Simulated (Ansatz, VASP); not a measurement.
## One calculation of Ge, two programs

```
Ge
1.0
     0.00000    2.88053    2.88053
     2.88053    0.00000    2.88053
     2.88053    2.88053    0.00000
Ge
2
Direct
  0.50000 0.50000 0.50000
  0.75000 0.75000 0.75000
```

Alike in both runs: task single point; functional PBE; k mesh 10 × 10 × 10; occupations gaussian, width 0.15 eV; no spin polarisation.

```csv
,VASP,Ansatz
version,VASP 6.6.1,Ansatz 0.2.0
potentials or method,"VASP PAW PBE potentials, release 64 (Ge_d)","scalar-relativistic, plane waves, PAW"
plane-wave cutoff (eV),520,420
valence electrons in the cell,28,28
```

```csv
,VASP,Ansatz,Ansatz less VASP
gap on the k mesh at the Fermi level (eV),none,none,-
pressure (GPa),-0.1,0.0,+0.10
```

A gap of «none» marks a metal or a gap that the smearing closes. With one functional, cell and mesh, what is left measures potentials, basis and numerics.

Caveats: this crystal is a semiconductor, whose small gap the functional closes, so the metal is an error of the method.
